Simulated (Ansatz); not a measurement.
W:

```
W
1.0
     0.00000    2.03000    2.03000
     2.03000    0.00000    2.03000
     2.03000    2.03000    0.00000
W
1
Direct
  0.00000 0.00000 0.00000
```

This isn't the form of W at room conditions, which is bcc.

Base run:

```yaml
Program: Ansatz 0.2.0
Functional: LDA
Potentials_or_basis: all-electron LAPW, scalar-relativistic
Cutoff: 253 eV (chosen from the basis error)
Basis_error_allowed: 0.001 eV/atom
k_mesh: 11 × 11 × 11
Occupations: fermi-dirac, width 0.05 eV
Spin: no spin polarisation
```

Its results: pressure -17.6 GPa.

The run is repeated on the same cell with these changes: functional from LDA to PBEsol. What comes out?

Pressure -12.6 GPa.

PBEsol binds less tightly than LDA, so the same cell stands under more pressure.
